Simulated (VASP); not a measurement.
In2O3:

```
In O
1.0
     2.74350    1.58396    4.83667
    -2.74350    1.58396    4.83667
     0.00000   -3.16792    4.83667
In O
4 6
Direct
  0.85731 0.85731 0.85731
  0.64269 0.64269 0.64269
  0.14269 0.14269 0.14269
  0.35731 0.35731 0.35731
  0.04800 0.75000 0.45200
  0.75000 0.45200 0.04800
  0.45200 0.04800 0.75000
  0.95200 0.25000 0.54800
  0.25000 0.54800 0.95200
  0.54800 0.95200 0.25000
```

Program: VASP 6.6.1. Alike in all runs: level PBEsol; potentials or basis VASP PAW PBE potentials, release 64 (In_d, O); no spin polarisation; cell as given; k mesh 5 × 5 × 5; cutoff (eV) 520; smearing gaussian 0.02 eV. Hardware: 1 thread of AMD EPYC 9R14 (Zen 4), with other jobs on the host.

Order these runs on this cell by their wall time, lowest first.
A. task density of states; further INCAR settings ALGO = Normal; EDIFF = 1e-07; k mesh for the DOS 8 × 8 × 8; occupations for the DOS tetrahedron
B. task electron localisation function; further INCAR settings ALGO = Normal; EDIFF = 1e-06
C. task dielectric tensor; further INCAR settings ALGO = Normal; EDIFF = 1e-08

B (140 s), A (430 s), C (2200 s).

Caveats: spin-orbit coupling is left out, which moves the levels of the heavy elements (some runs); an odd mesh through Γ misses points on the zone boundary, where band edges often lie (some runs).
